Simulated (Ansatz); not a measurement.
# CoW3: the cost of one run

Computed with Ansatz 0.2.0 (DFT PBE, scalar-relativistic, plane waves, PAW, unless a step's input says otherwise).

**1. The starting structure**

Symmetry: P4/mmm, No. 123, tetragonal system. Conventional cell: a = 4.453 Å, b = 4.453 Å, c = 3.149 Å, α = 90.00°, β = 90.00°, γ = 90.00°. Co (site symmetry 4/mmm) has 8 W at 2.73 Å as nearest neighbours. Around W (site symmetry 4/mmm) lie 8 W at 2.73 Å. W (site symmetry mmm) has 4 Co at 2.73 Å and 4 W at 2.73 Å as nearest neighbours.

Structure file:

```
CELL_PARAMETERS angstrom
4.45325 0.00000 0.00000
0.00000 4.45325 0.00000
0.00000 0.00000 3.14892
ATOMIC_POSITIONS crystal
Co 0.50000 0.50000 0.00000
W 0.00000 0.00000 0.00000
W 0.00000 0.50000 0.50000
W 0.50000 0.00000 0.50000
```

The start is an ordering of an alloy on its end members' structure types: elements ordered on the sites of the W type, Co/W on W (P4/mmm, No. 123).

**2. Probe: one point on a coarse mesh**

input.yaml reads:

```yaml
crystal:
  lattice:
    - [4.45324582, 0.0, 0.0]
    - [0.0, 4.45324582, 0.0]
    - [0.0, 0.0, 3.14892032]
  atoms:
    - { symbol: Co, position: [0.5, 0.5, 0.0], spin: 3.0 }
    - { symbol: W, position: [0.0, 0.0, 0.0] }
    - { symbol: W, position: [0.0, 0.5, 0.5] }
    - { symbol: W, position: [0.5, 0.0, 0.5] }
basis:
  ecutwfc: 420
kpoints:
  mp_grid: { grid: [4, 4, 6] }
hamiltonian:
  xc: pbe
scf:
  occupations: { method: gaussian, width: 0.1 }
  lower_state_search: "off"
output:
  forces: true
  stress: true
  eigenvalues: true
  populations: true
magnetization:
  spin_polarized: true
```

Command:

```console
> ansatz run input.yaml --threads 1 --pin off --max-ram 2560MiB --backend cpu --events-out ev --progress --plain --runs-dir out
```

**Question.** How long does this run take on 1 thread of AMD EPYC 9R45 (Zen 5), shared host, and how much memory does it need?

About 3.4 s, with a peak of 0.46 GiB.
